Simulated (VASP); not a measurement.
Input of a VASP 6.6.1 run:

INCAR

```
SYSTEM = WSe2
PREC = Accurate
ENCUT = 600
EDIFF = 1E-7
ISMEAR = 0
SIGMA = 0.03
LREAL = .FALSE.
LASPH = .TRUE.
NELM = 80
ALGO = Normal
ISIF = 3
LWAVE = .FALSE.
LCHARG = .FALSE.
GGA = CA
IBRION = 2
NSW = 90
EDIFFG = -0.005
KPAR = 2
```

File KPOINTS:

```
Automatic mesh
0
G
  9 9 2
  0 0 0
```

The input POSCAR:

```
WSe2                                    
1.0
    3.2555359813      0.0000000000      0.0000000000
   -1.6277679906      2.8193768628     -0.0000000000
    0.0000000000      0.0000000000     12.8227550095
  W               Se            
     2     4
Direct
     0.3333333332999970    0.6666666667000030    0.2500000000000000
     0.6666666667000030    0.3333333332999970    0.7500000000000000
     0.3333333332999970    0.6666666667000030    0.6197267819987197
     0.6666666667000030    0.3333333332999970    0.1197267819987196
     0.3333333332999970    0.6666666667000030    0.8802732180012803
     0.6666666667000030    0.3333333332999970    0.3802732180012804
```

Potentials or basis: VASP PAW LDA potentials, release 64 (W_sv, Se).

Run with:

```bash
$ cat potpaw_LDA.64/W_sv/POTCAR potpaw_LDA.64/Se/POTCAR > POTCAR
$ mpirun -np 2 vasp_std > vasp.out
```

Question: Estimate the band gap on the k mesh.

Answer: 0.97 eV, indirect (least direct gap 1.61 eV).

Question: Predict the relaxed volume.

Answer: 19.61 Å³/atom.

Question: Estimate the space group after relaxing (to 0.05 Å).

Answer: P6_3/mmc (No. 194).

Question: What does it give for the relaxed cell?

Answer: a = 3.255 Å, b = 3.255 Å, c = 12.822 Å, α = 90.00°, β = 90.00°, γ = 120.00°.

Final structure:
```
W Se
1.0
     3.25510    0.00000    0.00000
    -1.62755    2.81900    0.00000
     0.00000    0.00000   12.82231
W Se
2 4
Direct
  0.33333 0.66667 0.25000
  0.66667 0.33333 0.75000
  0.33333 0.66667 0.61973
  0.66667 0.33333 0.11973
  0.33333 0.66667 0.88027
  0.66667 0.33333 0.38027
```

Caveat: spin-orbit coupling is left out, which moves the levels of the heavy elements; an odd mesh through Γ misses points on the zone boundary, where band edges often lie. LDA gaps usually lie below the measured ones, often by a third to a half.
